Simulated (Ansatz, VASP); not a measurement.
**Ca in VASP and in Ansatz**

The input INCAR:

```
PREC     = Accurate       # precision mode
ENCUT    = 520            # plane-wave cutoff, eV
EDIFF    = 1E-6           # SCF threshold, eV
ISMEAR   = 0              # smearing method
SIGMA    = 0.15           # smearing width, eV
LREAL    = False          # projectors in reciprocal space
LASPH    = True           # aspherical terms in the spheres
NELM     = 100            # most SCF steps
ALGO     = Fast           # electronic algorithm
ISIF     = 2              # what is computed and relaxed
LWAVE    = False          # write WAVECAR
LCHARG   = False          # write CHGCAR
GGA      = PE             # functional
NBANDS   = 11             # bands
```

KPOINTS

```
Automatic mesh
0
Gamma
  18 18 18
```

Contents of POSCAR:

```
Ca
1.0
   -2.3279624683      2.3279624683      1.9706114015
    2.3279624683     -2.3279624683      1.9706114015
    2.3279624683      2.3279624683     -1.9706114015
Ca
1
Direct
    0.5000000000      0.5000000000      0.0000000000
```

Input for Ansatz:

```yaml
crystal:
  lattice:
    - [-2.3279624683, 2.3279624683, 1.9706114015]
    - [2.3279624683, -2.3279624683, 1.9706114015]
    - [2.3279624683, 2.3279624683, -1.9706114015]
  atoms:
    - { symbol: Ca, position: [0.5, 0.5, 0.0] }
basis:
  ecutwfc: 420
kpoints:
  mp_grid: { grid: [18, 18, 18] }
hamiltonian:
  xc: pbe
scf:
  occupations: { method: gaussian, width: 0.15 }
output:
  forces: true
  stress: true
  eigenvalues: true
```

Alike in both runs: task single point; functional PBE; k mesh 18 × 18 × 18; occupations gaussian, width 0.15 eV; no spin polarisation.

|  | VASP | Ansatz |
| --- | --- | --- |
| version | VASP 6.6.1 | Ansatz 0.2.0 |
| potentials or method | VASP PAW PBE potentials, release 64 (Ca_sv) | scalar-relativistic, plane waves, PAW |
| plane-wave cutoff (eV) | 520 | 420 |
| valence electrons in the cell | 10 | 10 |

```csv
,VASP,Ansatz,Ansatz less VASP
gap on the k mesh at the Fermi level (eV),none,none,-
pressure (GPa),-0.2,-0.2,-0.01
largest component of the traceless stress (GPa),0.92,0.92,-0.001
```

A gap of «none» marks a metal or a gap that the smearing closes.
